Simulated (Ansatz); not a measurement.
All numbers below come from DFT PBE, scalar-relativistic, plane waves, PAW in Ansatz. Settings: cutoff 420 eV, Γ-centred meshes spaced at most about 0.3 Å⁻¹, and about 0.25 Å⁻¹ or finer for metals (2π included), Gaussian smearing. No spin polarisation.

All energies are static (0 K, no zero-point motion).

Compare these two cells of Sn2Se, each relaxed at this level.

A.

Space group P6/mmm (No. 191). a = 5.606 Å, b = 5.606 Å, c = 2.958 Å, α = 90.00°, β = 90.00°, γ = 120.00°
```
atom  site  symmetry       x       y       z
  Sn    2c      -6m2  0.3333  0.6667  0.0000
  Se    1a     6/mmm  0.0000  0.0000  0.0000
```

B.

Space group P6/mmm (No. 191). a = 5.005 Å, b = 5.005 Å, c = 3.774 Å, α = 90.00°, β = 90.00°, γ = 120.00°
| atom | site | symmetry | x | y | z |
| --- | --- | --- | --- | --- | --- |
| Sn | 2d | -6m2 | 0.3333 | 0.6667 | 0.5000 |
| Se | 1a | 6/mmm | 0.0000 | 0.0000 | 0.0000 |

**Question.** Which is lower in energy, and by how much?

**Answer.** A is lower, by 99 meV/atom. A has space group P6/mmm (No. 191), 26.8 Å³/atom and no gap on its mesh; B has space group P6/mmm (No. 191), 27.3 Å³/atom and no gap. Counting Se atoms around Sn (those within 1.25 times the shortest such distance or 1.15 times the sum of covalent radii; the shortest distance is added where it is long for a bond), A has Sn 3 from 3.2 Å and B has Sn 6 from 3.5 Å. Even the lower one lies +0.03 eV/atom against the reference forms of the elements (uncorrected), so neither is stable at this level. Both come from invented guesses. The lowest form computed isn't among them: it has space group P4/nmm (No. 129), 28.1 Å³/atom and lies 244 meV/atom below the best shown.

Cells relaxed within their symmetry can be saddle points. Some structure types and database cells were kept out of the candidates from the start, so a known form may be missing.
